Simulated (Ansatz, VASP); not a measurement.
**Two plane-wave programs on TiNi**

File INCAR:

```
  PREC = Accurate
  ENCUT = 520
  EDIFF = 1E-7
  ISMEAR = 0
  SIGMA = 0.05
  LREAL = F
  LASPH = T
  NELM = 80
  ALGO = Normal
  ISIF = 2
  LWAVE = F
  LCHARG = F
  NBANDS = 18
```

Contents of KPOINTS:

```
regular mesh
0
Gamma
  12 12 12
```

The input POSCAR:

```
TiNi
1.0
    3.0149989595      0.0000000000      0.0000000000
    0.0000000000      3.0149989595      0.0000000000
    0.0000000000      0.0000000000      3.0149989595
Ti Ni
1 1
Direct
    0.5000000000      0.5000000000      0.5000000000
    0.0000000000      0.0000000000      0.0000000000
```

Input for Ansatz:

```yaml
crystal:
  lattice:
    - [3.0149989595, 0.0, 0.0]
    - [0.0, 3.0149989595, 0.0]
    - [0.0, 0.0, 3.0149989595]
  atoms:
    - { symbol: Ti, position: [0.5, 0.5, 0.5] }
    - { symbol: Ni, position: [0.0, 0.0, 0.0] }
basis:
  ecutwfc: 420
  ecutrho_ratio: 4
kpoints:
  mp_grid: { grid: [12, 12, 12] }
hamiltonian:
  xc: lda
scf:
  occupations: { method: gaussian, width: 0.05 }
output:
  forces: true
  stress: true
  eigenvalues: true
  eigenstates:
    nscf_kmesh: { grid: [20, 20, 20] }
    de_dk: true
    e_range: [-2.5, 2.5]
  write_density: true
  write_potential: true
  elf: true
  volumetric_format: npy
```

Alike in both runs: task single point; functional LDA; k mesh 12 × 12 × 12; occupations gaussian, width 0.05 eV; no spin polarisation.

|  | VASP | Ansatz |
| --- | --- | --- |
| version | VASP 6.6.1 | Ansatz 0.2.0 |
| potentials or method | VASP PAW LDA potentials, release 64 (Ti_sv, Ni) | scalar-relativistic, plane waves, PAW |
| plane-wave cutoff (eV) | 520 | 420 |
| valence electrons in the cell | 22 | 30 |

```csv
,VASP,Ansatz,Ansatz less VASP
gap on the k mesh at the Fermi level (eV),none,none,-
pressure (GPa),-12.5,-12.7,-0.14
```

A gap of «none» marks a metal or a gap that the smearing closes. The two sets of potentials don't hold the same shells in valence.

Spin polarisation is off, so any magnetic state and its effect on volume and gap are missing.
